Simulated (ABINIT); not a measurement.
Runs of ABINIT 10.8.3 (patched build) on La2O3. It takes space group P-3m1 (No. 164, trigonal). Conventional cell: a = 3.931 Å, b = 3.931 Å, c = 6.112 Å, α = 90.00°, β = 90.00°, γ = 120.00°. La (site symmetry 3m) is surrounded by 4 O at 2.36 to 2.44 Å. O (site symmetry -3m) has 6 La at 2.72 Å as nearest neighbours. Around O (site symmetry 3m) lie 4 La at 2.36 to 2.44 Å. The cell is a database's computed one.

| task | cell | k mesh | cutoff (eV) | smearing | stop of the response cycle (tolvrs) | acoustic sum rule (asr) | fine-grid cutoff | cutoff smearing ecutsm (Ha) | cell freedom (optcell) | gap on the mesh (eV) | pressure (GPa) | largest force (eV/Å) |
| --- | --- | --- | --- | --- | --- | --- | --- | --- | --- | --- | --- | --- |
| phonons | as given | 6 × 6 × 4, shifted | 517 | fixed | 1e-08 | 1 | 1034.03 eV | - | - | - | -5.8 | 0.10 |
| phonons | cell relaxed at zero pressure by an earlier run | 6 × 6 × 4, shifted | 626 | fixed | 1e-08 | 2 | 1224.51 eV | 0.5 | - | - | 0.0 | - |
| single point | cell relaxed | 6 × 6 × 4 | 626 | fermi-dirac 0.05 eV | - | - | 1224.51 eV | - | - | 3.74 | -0.1 | - |
| single point | as given | 6 × 6 × 4 | 517 | fermi-dirac 0.05 eV | - | - | 1034.03 eV | - | - | (a) | -5.8 | 0.10 |
| relaxation of cell and atoms | relaxed | 6 × 6 × 4 | 626 | fermi-dirac 0.05 eV | - | - | 1224.51 eV | 0.5 | 2 | 3.74 | 0.0 | - |

Alike in all rows: level LDA; potentials or basis JTH PAW LDA v2.0; no spin polarisation.

**Question.** Fill in the values left out.

**Answer.** (a) 3.73.

Caveats: spin-orbit coupling is left out, which moves the levels of the heavy elements (some runs); the cell is more than 3 GPa from zero pressure, which shifts response properties (some runs).

A k mesh can miss the band edges, and the runs leave out spin-orbit coupling on La.

Runs at the PBE level aren't shown here.
